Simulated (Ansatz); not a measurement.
# Dielectric response of LiF (001) films, part 3 of 6

Wanted: ε of rocksalt LiF (001) by finite fields on slabs, and the band edges against the vacuum where run.

Ansatz 0.2.0; plane-wave DFT, PBEsol, Ansatz PAW (the session's first sound run).

So far, gap on the k-mesh (eV): step 2 (relaxing the film, 6 atoms, units 3) 6.94; step 5 (applied field, field -0.05 V/Å) 6.78; step 7 (field 0.05 V/Å, other threshold, other force threshold) 6.88; step 8 (field -0.05 V/Å, other threshold, other force threshold) 6.88; step 10 (8 atoms, units 4) 6.98.

## (11) The relaxed film, single point, 8 atoms, units 4

The next thickness, treated alike, so that differences show the interior and the faces cancel.

Input file input.yaml:

```yaml
crystal:
  lattice:
    - [2.84964033, 0.0, 0.0]
    - [0.0, 2.84964033, 0.0]
    - [0.0, 0.0, 24.045]
  atoms:
    - { symbol: Li, position: [0.5, 0.5, 0.3774426249] }
    - { symbol: F, position: [0.0, 0.0, 0.3747042845] }
    - { symbol: Li, position: [0.0, 0.0, 0.4580322033] }
    - { symbol: F, position: [0.5, 0.5, 0.4586645122] }
    - { symbol: Li, position: [0.5, 0.5, 0.5419677972] }
    - { symbol: F, position: [0.0, 0.0, 0.5413354872] }
    - { symbol: Li, position: [0.0, 0.0, 0.6225573755] }
    - { symbol: F, position: [0.5, 0.5, 0.6252957153] }
kpoints:
  mp_grid: { grid: [10, 10, 1] }
hamiltonian:
  xc: pbesol
scf:
  occupations: { method: fixed }
  convergence: { dr2_threshold: 1.0e-09 }
efield:
  axis: 3
  dipole_correction: true
  ramp_position: 0.97
  ramp_width: 0.06
output:
  eigenvalues: true
  write_potential: true
  write_density: true
  volumetric_format: npy
  elf: true
```

The run is started by

```sh
$ ansatz run input.yaml --threads 4 --pin off --max-ram 8192MiB --backend cpu --events-out ev --progress --plain --runs-dir out
```

Numbers of over 12 decimals in the logs are rounded to 6 here.

What it wrote:

```text
[...]
Crystal: 8 atoms, lattice volume = 195.256 Å³
Basis set: ecut = 420 eV, 3853 PW (Γ)
Bands: 28, of which v1, the nominal top of the filled ones, is band 20 counted from 1 (19 counted from 0)
Symmetry: 8 space group operations
k-points: 21 of 100
[...]
k-point 1: bands = [... 16 lower, -5.0149, -4.9536, -4.9250, -4.8510, 2.3804, 2.4018, 3.2553, 3.9190, ... 4 higher]
  k-point 2: bands = [... 16 lower, -5.1056, -4.9803, -4.9011, -4.8287, 2.9082, 2.9161, 3.8065, 4.4531, ... 4 higher]
  k-point 20: bands = [... 16 lower, -5.8972, -5.8972, -5.1788, -5.1788, 9.6958, 9.6958, 9.7311, 9.7311, ... 4 higher]
[key lines of the parts left out:]
SCF converged after 9 iterations
Free energy (F): -4025.856356 eV
Fermi energy:    -4.781147 eV
Dipole field:    D = 0.000000 V/Å  (p = 0.000000 e·Å, saw-weighted, corrected)
Work function:   Φ+ = 7.6857 eV   Φ− = 7.6858 eV
```

Run time: 7.1 s. Hardware: 4 threads of Arm Neoverse N1, shared host; peak memory 0.46 GiB.

The gap is 6.98 eV, with the valence edge 7.69 eV and the conduction edge 0.71 eV under the upper vacuum level.

## (12) Single point, 8 atoms, units 4, field 0.05 V/Å

input.yaml, as its differences from that of step 11:

```diff
@@ -20,3 +20,3 @@
   occupations: { method: fixed }
-  convergence: { dr2_threshold: 1.0e-09 }
+  convergence: { dr2_threshold: 1.0e-10 }
 efield:
@@ -26,4 +26,4 @@
   ramp_width: 0.06
+  amplitude: 0.05
 output:
-  eigenvalues: true
   write_potential: true
@@ -31,2 +31 @@
   volumetric_format: npy
-  elf: true
```

What it wrote:

```text
[...]
Crystal: 8 atoms, lattice volume = 195.256 Å³
Basis set: ecut = 420 eV, 3853 PW (Γ)
Bands: 28, of which v1, the nominal top of the filled ones, is band 20 counted from 1 (19 counted from 0)
Symmetry: 8 space group operations
k-points: 21 of 100
[...]
k-point 0: bands = [... 16 lower, -4.9963, -4.9963, -4.8354, -4.8354, 2.0450, 2.3736, 2.9723, 3.8117, ... 4 higher]
  k-point 1: bands = [... 16 lower, -5.0121, -4.9782, -4.9106, -4.8236, 2.2239, 2.5516, 3.1572, 3.9924, ... 4 higher]
  k-point 2: bands = [... 16 lower, -5.1093, -4.9691, -4.9342, -4.7932, 2.7474, 3.0706, 3.7063, 4.5276, ... 4 higher]
  k-point 20: bands = [... 16 lower, -5.9206, -5.8741, -5.2503, -5.1072, 9.5798, 9.7126, 9.7126, 9.8110, ... 4 higher]
[key lines of the parts left out:]
SCF converged after 11 iterations
Free energy (F): -4025.856608 eV
Fermi energy:    -4.709561 eV
Dipole field:    D = 0.009349 V/Å  (p = 0.010088 e·Å, saw-weighted, corrected)
```

Run time: 7.6 s. Hardware: 4 threads; peak memory 0.44 GiB.

The dipole is 0.0101 e·Å, and the gap on the mesh 6.755 eV.

## (13) Single point, 8 atoms, units 4, field -0.05 V/Å

input.yaml, as its differences from that of step 12:

```diff
@@ -26,3 +26,3 @@
   ramp_width: 0.06
-  amplitude: 0.05
+  amplitude: -0.05
 output:
```

What it wrote:

```text
[...]
Crystal: 8 atoms, lattice volume = 195.256 Å³
Basis set: ecut = 420 eV, 3853 PW (Γ)
Bands: 28, of which v1, the nominal top of the filled ones, is band 20 counted from 1 (19 counted from 0)
Symmetry: 8 space group operations
k-points: 21 of 100
[...]
k-point 0: bands = [... 16 lower, -4.9963, -4.9963, -4.8354, -4.8354, 2.0450, 2.3736, 2.9723, 3.8117, ... 4 higher]
  k-point 1: bands = [... 16 lower, -5.0121, -4.9783, -4.9106, -4.8236, 2.2239, 2.5516, 3.1572, 3.9924, ... 4 higher]
  k-point 2: bands = [... 16 lower, -5.1093, -4.9691, -4.9342, -4.7932, 2.7474, 3.0706, 3.7063, 4.5276, ... 4 higher]
  k-point 20: bands = [... 16 lower, -5.9206, -5.8741, -5.2503, -5.1072, 9.5798, 9.7126, 9.7126, 9.8110, ... 4 higher]
[key lines of the parts left out:]
SCF converged after 11 iterations
Free energy (F): -4025.856608 eV
Fermi energy:    -4.709559 eV
Dipole field:    D = -0.009349 V/Å  (p = -0.010088 e·Å, saw-weighted, corrected)
```

It took 7.6 s on 4 threads; peak memory 0.44 GiB; 28 s of CPU time.

The dipole is -0.0101 e·Å, and the gap on the mesh 6.755 eV.

## (14) Response with the atoms held, 8 atoms, units 4

This step: plane-wave DFT, PBEsol, Ansatz PAW; response to a field along the normal, atoms held (Ansatz 0.2.0).

Local field over the applied field, running mean. From the potentials at -0.05 and 0.05 V/Å; running mean over 2.015 Å, taken twice. The local field over applied field by z:

```csv
z (Å),local field over applied field
4.16,1.000
4.60,1.000
5.05,0.999
5.49,0.996
5.79,0.991
6.23,0.976
6.68,0.941
7.12,0.879
7.57,0.790
8.02,0.686
8.46,0.589
8.91,0.518
9.20,0.488
9.65,0.467
10.09,0.467
10.54,0.473
10.98,0.477
11.43,0.480
11.87,0.481
12.17,0.481
12.62,0.480
13.06,0.477
13.51,0.473
13.95,0.467
14.40,0.467
14.84,0.488
15.14,0.518
15.58,0.589
16.03,0.686
16.48,0.790
16.92,0.879
17.37,0.941
17.81,0.976
18.26,0.991
18.55,0.996
19.00,0.999
19.44,1.000
19.89,1.000
```

The induced dipole is that of a conductor 4.50 Å thick.

## (15) Relaxing the film, 10 atoms, units 5

This step: plane-wave DFT, PBEsol, Ansatz PAW (Ansatz 0.2.0).

System of this step: LiF (001), 5 units. The cell holds 10 atoms: 5 Li and 5 F. Cell: a = 2.850 Å, b = 2.850 Å, c = 26.060 Å, α = 90.0°, β = 90.0°, γ = 90.0°. It derives from LiF (rocksalt LiF). Vacuum lies along c.

The next thickness, treated alike, so that differences show the interior and the faces cancel.

Input file input.yaml:

```yaml
crystal:
  lattice:
    - [2.84964033, 0.0, 0.0]
    - [0.0, 2.84964033, 0.0]
    - [0.0, 0.0, 26.06]
  atoms:
    - { symbol: Li, position: [0.5, 0.5, 0.3453568688] }
    - { symbol: F, position: [0.0, 0.0, 0.3453568688] }
    - { symbol: Li, position: [0.0, 0.0, 0.4226784344] }
    - { symbol: F, position: [0.5, 0.5, 0.4226784344] }
    - { symbol: Li, position: [0.5, 0.5, 0.5] }
    - { symbol: F, position: [0.0, 0.0, 0.5] }
    - { symbol: Li, position: [0.0, 0.0, 0.5773215656] }
    - { symbol: F, position: [0.5, 0.5, 0.5773215656] }
    - { symbol: Li, position: [0.5, 0.5, 0.6546431312] }
    - { symbol: F, position: [0.0, 0.0, 0.6546431312] }
kpoints:
  mp_grid: { grid: [10, 10, 1] }
hamiltonian:
  xc: pbesol
scf:
  occupations: { method: fixed }
  convergence: { dr2_threshold: 1.0e-09 }
efield:
  axis: 3
  dipole_correction: true
  ramp_position: 0.97
  ramp_width: 0.06
relax:
  f_tol: 0.003
  max_steps: 100
output:
  write_potential: true
  write_density: true
  volumetric_format: npy
```

What it wrote:

```text
[...]
Crystal: 10 atoms, lattice volume = 211.619 Å³
Basis set: ecut = 420 eV, 4139 PW (Γ), exchange–correlation on 40×40×360 points (8 copies of the dense FFT grid, shifted against one another)
Bands: 35, of which v1, the nominal top of the filled ones, is band 25 counted from 1 (24 counted from 0)
Symmetry: 8 space group operations
k-points: 21 of 100
[...]
- { symbol: F, position: [0, 0.0, 0.346132] }
    - { symbol: Li, position: [0, 0.0, 0.423076] }
    - { symbol: F, position: [0.5, 0.5, 0.423552] }
    - { symbol: Li, position: [0.5, 0.5, 0.500000] }
    - { symbol: F, position: [0, 0.0, 0.500000] }
    - { symbol: Li, position: [0, 0.0, 0.576924] }
    - { symbol: F, position: [0.5, 0.5, 0.576447] }
    - { symbol: Li, position: [0.5, 0.5, 0.651364] }
    - { symbol: F, position: [0, 0.0, 0.653868] }
[key lines of the parts left out:]
SCF converged after 6 iterations
Free energy (F): -5032.411887 eV
Fermi energy:    -4.331495 eV
Dipole field:    D = 0.000000 V/Å  (p = 0.000000 e·Å, saw-weighted, corrected)
Work function:   Φ+ = 7.6828 eV   Φ− = 7.6825 eV
```

Wall time 25 s (4 threads); peak memory 0.53 GiB; 96 s of CPU time.

The steps of the relaxation:

```csv
step,energy less that of the first step (eV),largest force component (eV/Å)
1,0.0000,0.3355
2,-0.0185,0.1235
3,-0.0225,0.0320
4,-0.0235,0.0084
5,-0.0236,0.0002
```

Forces are held to the 8 operations that the run works with; a distortion that breaks them can't arise in this run.

The atoms that moved most (Å):

```csv
atom,dx,dy,dz,length
Li1,0.000,0.000,0.085,0.085
Li9,0.000,0.000,-0.085,0.085
F8,0.000,0.000,-0.023,0.023
F4,0.000,0.000,0.023,0.023
F2,0.000,0.000,0.020,0.020
F10,0.000,0.000,-0.020,0.020
Li7,0.000,0.000,-0.010,0.010
Li3,0.000,0.000,0.010,0.010
```

The relaxation took 5 steps and lowered the energy by 0.024 eV; the largest force on the free atoms ends at 2.5e-4 eV/Å.

The gap is 6.98 eV, with the valence edge 7.68 eV and the conduction edge 0.70 eV under the upper vacuum level.

## (16) The relaxed film, single point, 10 atoms, units 5

The next thickness, treated alike, so that differences show the interior and the faces cancel.

input.yaml, the sections that differ from step 15:

```yaml
crystal:
  lattice:
    - [2.84964033, 0.0, 0.0]
    - [0.0, 2.84964033, 0.0]
    - [0.0, 0.0, 26.06]
  atoms:
    - { symbol: Li, position: [0.5, 0.5, 0.3486362614] }
    - { symbol: F, position: [0.0, 0.0, 0.346131603] }
    - { symbol: Li, position: [0.0, 0.0, 0.4230764172] }
    - { symbol: F, position: [0.5, 0.5, 0.4235524999] }
    - { symbol: Li, position: [0.5, 0.5, 0.5000000002] }
    - { symbol: F, position: [0.0, 0.0, 0.5] }
    - { symbol: Li, position: [0.0, 0.0, 0.5769235825] }
    - { symbol: F, position: [0.5, 0.5, 0.5764474991] }
    - { symbol: Li, position: [0.5, 0.5, 0.6513637393] }
    - { symbol: F, position: [0.0, 0.0, 0.6538683974] }
output:
  eigenvalues: true
  write_potential: true
  write_density: true
  volumetric_format: npy
# kpoints, hamiltonian, scf, efield: as in step 15
# relax: removed
```

What it wrote:

```text
[...]
Crystal: 10 atoms, lattice volume = 211.619 Å³
Basis set: ecut = 420 eV, 4139 PW (Γ)
Bands: 35, of which v1, the nominal top of the filled ones, is band 25 counted from 1 (24 counted from 0)
Symmetry: 8 space group operations
k-points: 21 of 100
[...]
k-point 1: bands = [... 21 lower, -4.5701, -4.4711, -4.4662, -4.4084, 2.8315, 2.8464, 3.7009, 4.3541, ... 6 higher]
  k-point 2: bands = [... 21 lower, -4.5673, -4.5522, -4.4281, -4.3882, 3.3549, 3.3654, 4.2507, 4.8925, ... 6 higher]
  k-point 20: bands = [... 21 lower, -5.4057, -5.3701, -4.7339, -4.7238, 10.1417, 10.1423, 10.1860, 10.1860, ... 6 higher]
[key lines of the parts left out:]
SCF converged after 9 iterations
Free energy (F): -5032.412214 eV
Fermi energy:    -4.331455 eV
Dipole field:    D = 0.000000 V/Å  (p = 0.000000 e·Å, saw-weighted, corrected)
Work function:   Φ+ = 7.6829 eV   Φ− = 7.6826 eV
```

The job ended after 8.4 s (4 threads; peak memory 0.55 GiB; 31 s of CPU time).

The gap is 6.98 eV, with the valence edge 7.68 eV and the conduction edge 0.70 eV under the upper vacuum level.

## (17) Atoms held, 10 atoms, units 5, field 0.05 V/Å

input.yaml, as its differences from that of step 16:

```diff
@@ -22,3 +22,3 @@
   occupations: { method: fixed }
-  convergence: { dr2_threshold: 1.0e-09 }
+  convergence: { dr2_threshold: 1.0e-10 }
 efield:
@@ -28,4 +28,4 @@
   ramp_width: 0.06
+  amplitude: 0.05
 output:
-  eigenvalues: true
   write_potential: true
```

What it wrote:

```text
[...]
Crystal: 10 atoms, lattice volume = 211.619 Å³
Basis set: ecut = 420 eV, 4139 PW (Γ)
Bands: 35, of which v1, the nominal top of the filled ones, is band 25 counted from 1 (24 counted from 0)
Symmetry: 8 space group operations
k-points: 21 of 100
[...]
k-point 0: bands = [... 21 lower, -4.5290, -4.5290, -4.3675, -4.3675, 2.4695, 2.8447, 3.4053, 4.2521, ... 6 higher]
  k-point 1: bands = [... 21 lower, -4.5552, -4.5163, -4.4405, -4.3554, 2.6482, 3.0230, 3.5896, 4.4345, ... 6 higher]
  k-point 2: bands = [... 21 lower, -4.5987, -4.5078, -4.4864, -4.3233, 3.1715, 3.5425, 4.1375, 4.9737, ... 6 higher]
  k-point 20: bands = [... 21 lower, -5.3880, -5.3704, -4.8243, -4.6334, 10.0020, 10.1381, 10.1381, 10.2504, ... 6 higher]
[key lines of the parts left out:]
SCF converged after 11 iterations
Free energy (F): -5032.412524 eV
Fermi energy:    -4.235957 eV
Dipole field:    D = 0.010615 V/Å  (p = 0.012415 e·Å, saw-weighted, corrected)
```

It took 9.4 s on 4 threads; peak memory 0.53 GiB; 35 s of CPU time.

The dipole is 0.0124 e·Å, and the gap on the mesh 6.705 eV.

## (18) Single point, 10 atoms, units 5, field -0.05 V/Å

input.yaml, as its differences from that of step 17:

```diff
@@ -28,3 +28,3 @@
   ramp_width: 0.06
-  amplitude: 0.05
+  amplitude: -0.05
 output:
```

What it wrote:

```text
[...]
Crystal: 10 atoms, lattice volume = 211.619 Å³
Basis set: ecut = 420 eV, 4139 PW (Γ)
Bands: 35, of which v1, the nominal top of the filled ones, is band 25 counted from 1 (24 counted from 0)
Symmetry: 8 space group operations
k-points: 21 of 100
[...]
k-point 0: bands = [... 21 lower, -4.5290, -4.5290, -4.3675, -4.3675, 2.4695, 2.8447, 3.4052, 4.2520, ... 6 higher]
  k-point 1: bands = [... 21 lower, -4.5552, -4.5163, -4.4405, -4.3554, 2.6482, 3.0230, 3.5896, 4.4345, ... 6 higher]
  k-point 2: bands = [... 21 lower, -4.5987, -4.5078, -4.4864, -4.3233, 3.1715, 3.5425, 4.1375, 4.9737, ... 6 higher]
  k-point 20: bands = [... 21 lower, -5.3880, -5.3704, -4.8243, -4.6334, 10.0020, 10.1381, 10.1381, 10.2504, ... 6 higher]
[key lines of the parts left out:]
SCF converged after 11 iterations
Free energy (F): -5032.412524 eV
Fermi energy:    -4.235957 eV
Dipole field:    D = -0.010615 V/Å  (p = -0.012415 e·Å, saw-weighted, corrected)
```

Elapsed: 9.4 s, on 4 threads; peak memory 0.53 GiB.

The dipole is -0.0124 e·Å, and the gap on the mesh 6.705 eV.

## (19) Response with the atoms held, 10 atoms, units 5

This step: plane-wave DFT, PBEsol, Ansatz PAW; response to a field along the normal, atoms held (Ansatz 0.2.0).

Local field over the applied field, running mean. From the potentials at -0.05 and 0.05 V/Å; running mean over 2.015 Å, taken twice. Table of local field over applied field by z:

```csv
z (Å),local field over applied field
5,0.999
6,0.986
7,0.900
8,0.692
9,0.508
10,0.466
11,0.477
12,0.481
13,0.480
14,0.481
15,0.478
16,0.467
17,0.502
18,0.678
19,0.891
20,0.984
21,0.999
22,1.000
```

The induced dipole is that of a conductor 5.53 Å thick.

## (20) Field on, atoms free, 10 atoms, units 5, field 0.05 V/Å

This step: plane-wave DFT, PBEsol, Ansatz PAW (Ansatz 0.2.0).

The same pair of relaxations in the field for this thickness.

input.yaml, as its differences from that of step 18:

```diff
@@ -28,3 +28,6 @@
   ramp_width: 0.06
-  amplitude: -0.05
+  amplitude: 0.05
+relax:
+  f_tol: 0.0006
+  max_steps: 70
 output:
```

What it wrote:

```text
[...]
Crystal: 10 atoms, lattice volume = 211.619 Å³
Basis set: ecut = 420 eV, 4139 PW (Γ), exchange–correlation on 40×40×360 points (8 copies of the dense FFT grid, shifted against one another)
Bands: 35, of which v1, the nominal top of the filled ones, is band 25 counted from 1 (24 counted from 0)
Symmetry: 8 space group operations
k-points: 21 of 100
[...]
- { symbol: Li, position: [0.5, 0.5, 0.348706] }
    - { symbol: F, position: [0, 0.0, 0.346041] }
    - { symbol: Li, position: [0, 0.0, 0.423138] }
    - { symbol: F, position: [0.5, 0.5, 0.423497] }
    - { symbol: Li, position: [0.5, 0.5, 0.500069] }
    - { symbol: F, position: [0, 0.0, 0.499940] }
    - { symbol: Li, position: [0, 0.0, 0.576986] }
    - { symbol: F, position: [0.5, 0.5, 0.576397] }
    - { symbol: Li, position: [0.5, 0.5, 0.651443] }
    - { symbol: F, position: [0, 0.0, 0.653782] }
[key lines of the parts left out:]
SCF converged after 5 iterations
Free energy (F): -5032.412419 eV
Fermi energy:    -4.313684 eV
Dipole field:    D = 0.018178 V/Å  (p = 0.021259 e·Å, saw-weighted, corrected)
```

Run time: 20 s. Hardware: 4 threads; peak memory 0.52 GiB.

No atom moved by 0.005 Å in the relaxation.

The relaxation took 4 steps and lowered the energy by 2.2e-4 eV; the largest force on the free atoms ends at 4.0e-4 eV/Å.

The dipole is 0.0213 e·Å, and the gap on the mesh 6.878 eV.

## (21) Relaxing in the field, 10 atoms, units 5, field -0.05 V/Å

The opposite sign, again from the field-free geometry; the difference of the two cancels what relaxes without a field.

input.yaml, as its differences from that of step 20:

```diff
@@ -28,3 +28,3 @@
   ramp_width: 0.06
-  amplitude: 0.05
+  amplitude: -0.05
 relax:
```

What it wrote:

```text
[...]
Crystal: 10 atoms, lattice volume = 211.619 Å³
Basis set: ecut = 420 eV, 4139 PW (Γ), exchange–correlation on 40×40×360 points (8 copies of the dense FFT grid, shifted against one another)
Bands: 35, of which v1, the nominal top of the filled ones, is band 25 counted from 1 (24 counted from 0)
Symmetry: 8 space group operations
k-points: 21 of 100
[...]
- { symbol: Li, position: [0.5, 0.5, 0.348557] }
    - { symbol: F, position: [0, 0.0, 0.346218] }
    - { symbol: Li, position: [0, 0.0, 0.423014] }
    - { symbol: F, position: [0.5, 0.5, 0.423603] }
    - { symbol: Li, position: [0.5, 0.5, 0.499931] }
    - { symbol: F, position: [0, 0.0, 0.500060] }
    - { symbol: Li, position: [0, 0.0, 0.576862] }
    - { symbol: F, position: [0.5, 0.5, 0.576503] }
    - { symbol: Li, position: [0.5, 0.5, 0.651294] }
    - { symbol: F, position: [0, 0.0, 0.653959] }
[key lines of the parts left out:]
SCF converged after 5 iterations
Free energy (F): -5032.412419 eV
Fermi energy:    -4.313684 eV
Dipole field:    D = -0.018178 V/Å  (p = -0.021259 e·Å, saw-weighted, corrected)
```

Elapsed: 20 s, on 4 threads; peak memory 0.51 GiB; 77 s of CPU time.

No atom moved by 0.005 Å in the relaxation.

The relaxation took 4 steps and lowered the energy by 2.2e-4 eV; the largest force on the free atoms ends at 4.0e-4 eV/Å.

The dipole is -0.0213 e·Å, and the gap on the mesh 6.878 eV.

## (22) Response with the atoms relaxed, 10 atoms, units 5

This step: plane-wave DFT, PBEsol, Ansatz PAW; response to a field along the normal, atoms relaxed (Ansatz 0.2.0).

Local field over the applied field, running mean. From the potentials at -0.05 and 0.05 V/Å; running mean over 2.015 Å, taken twice. The local field over applied field by z:

z (Å), local field over applied field and a bar:
```
      4.5      1.000 ##############################
      5.0      0.999 ##############################
      5.5      0.996 ##############################
      6.0      0.983 #############################
      6.5      0.923 ############################
      7.0      0.804 ########################
      7.5      0.672 ####################
      8.0      0.478 #############
      8.5      0.308 ########
      9.0      0.200 ####
      9.5      0.085 #
     10.0      0.060 
     10.5      0.073 
     11.0      0.082 #
     11.5      0.116 ##
     12.0      0.123 ##
     12.5      0.117 ##
     13.0      0.118 ##
     13.5      0.117 ##
     14.0      0.122 ##
     14.5      0.120 ##
     15.0      0.085 #
     15.5      0.072 
     16.0      0.063 
     16.5      0.073 
     17.0      0.186 ####
     17.5      0.296 ########
     18.0      0.453 #############
     18.5      0.653 ###################
     19.0      0.790 #######################
     19.5      0.909 ###########################
     20.0      0.981 #############################
     20.5      0.995 ##############################
     21.0      0.999 ##############################
     21.5      1.000 ##############################
     22.0      1.000 ##############################
```

The induced dipole is that of a conductor 9.47 Å thick.

(Continued in part 4 of 6.)

[Logs are printed without paths, hosts, clocks, repeated set-up lines and the standing remarks that a program may print on its own settings, such as how far it seeks lower states.]

[Hosts, paths, dates, database ids (printed as entryN), source tags and the programs' standing remarks are cut or masked in the printed files.]

[Maps of the electrostatic potential energy from Ansatz leave out the sawtooth potential of an applied field or a dipole correction, so their vacuum need not be flat; planar profiles and work functions include it.]
